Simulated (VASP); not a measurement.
Wanted: the native input for a VASP 6.6.1 run.

* Task: band structure
* Functional: revTPSS
* Potentials or basis: VASP PAW PBE potentials, release 64 (Sn_d)
* Cutoff: 520 eV
* k mesh: 10 × 10 × 10
* Occupations: fermi-dirac, width 0.05 eV
* Spin: no spin polarisation
* Further INCAR settings: ALGO = Normal; EDIFF = 1e-06

The structure of Sn lies in POSCAR:

```
Sn
1.0
   -1.8946518192      1.8946518192      1.8946518192
    1.8946518192     -1.8946518192      1.8946518192
    1.8946518192      1.8946518192     -1.8946518192
Sn
1
Direct
    0.0000000000      0.0000000000      0.0000000000
```

This isn't the form of Sn at room conditions, which is tetragonal (white tin).

One way to write it, as run:

INCAR

```
PREC = Accurate ; ENCUT = 520
EDIFF = 1E-6 ; ISMEAR = -1
SIGMA = 0.05 ; LREAL = F
LASPH = T ; NELM = 100
ALGO = Normal ; ISIF = 2
LWAVE = F ; LCHARG = F
METAGGA = RTPSS ; LMIXTAU = T
```

KPOINTS

```
Automatic mesh
0
Gamma
  10 10 10
```

KPOINTS_OPT

```
path GHNGPH,PN
20
line-mode
reciprocal
 0.0000000000  0.0000000000  0.0000000000  G
 0.5000000000 -0.5000000000  0.5000000000  H

 0.5000000000 -0.5000000000  0.5000000000  H
 0.0000000000  0.0000000000  0.5000000000  N

 0.0000000000  0.0000000000  0.5000000000  N
 0.0000000000  0.0000000000  0.0000000000  G

 0.0000000000  0.0000000000  0.0000000000  G
 0.2500000000  0.2500000000  0.2500000000  P

 0.2500000000  0.2500000000  0.2500000000  P
 0.5000000000 -0.5000000000  0.5000000000  H

 0.2500000000  0.2500000000  0.2500000000  P
 0.0000000000  0.0000000000  0.5000000000  N
```

Potentials or basis: VASP PAW PBE potentials, release 64 (Sn_d).

Command:

```bash
$ cat potpaw_PBE.64/Sn_d/POTCAR > POTCAR
$ mpirun -np 1 vasp_std > vasp.out
```

It gave:

The pressure is -3.0 GPa. The band gap along the path is none (metal or under the smearing width).

Caveat: the PAW data sets were made with another functional, which shifts forces and pressure a little; spin-orbit coupling is left out, which moves the levels of the heavy elements.

It took 2.6 min on 1 thread of AMD EPYC 7R43 64-Core Processor (Zen 3), with other jobs on the host, peak memory 0.12 GiB.
